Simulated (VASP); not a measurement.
TiB2:

```
CELL_PARAMETERS angstrom
3.02920 0.00000 0.00000
-1.51460 2.62336 0.00000
0.00000 0.00000 3.22840
ATOMIC_POSITIONS crystal
Ti 0.00000 0.00000 0.00000
B 0.66667 0.33333 0.50000
B 0.33333 0.66667 0.50000
```

| Quantity | Value |
| --- | --- |
| Program | VASP 6.6.1 |
| Task | relaxation of cell and atoms |
| Functional | LDA |
| Potentials or basis | VASP PAW LDA potentials, release 64 (Ti_sv, B) |
| Cutoff | 600 eV |
| k mesh | 8 × 8 × 8 |
| Occupations | fermi-dirac, width 0.05 eV |
| Spin | no spin polarisation |

At the start: pressure -10.8 GPa; volume 8.55 Å³/atom.

How do energy, volume and symmetry change on relaxing?

Over 4 steps the energy falls by 13.2 meV/atom and the volume is 8.19 Å³/atom (-4.2 %); space group P6/mmm (No. 191, to 0.05 Å).

The path:
```csv
step,energy change (eV),largest force (eV/Å),pressure (GPa),volume (Å³)
1,0.0000,0.0000,-10.79,25.66
2,-0.0002,0.0000,12.68,23.57
3,-0.0380,0.0000,0.13,24.59
4,-0.0395,0.0000,-0.07,24.57
```

Final structure:
```
Ti B
1.0
     2.99706    0.00000    0.00000
    -1.49853    2.59553    0.00000
     0.00000    0.00000    3.15882
Ti B
1 2
Direct
  0.00000 0.00000 0.00000
  0.66667 0.33333 0.50000
  0.33333 0.66667 0.50000
```
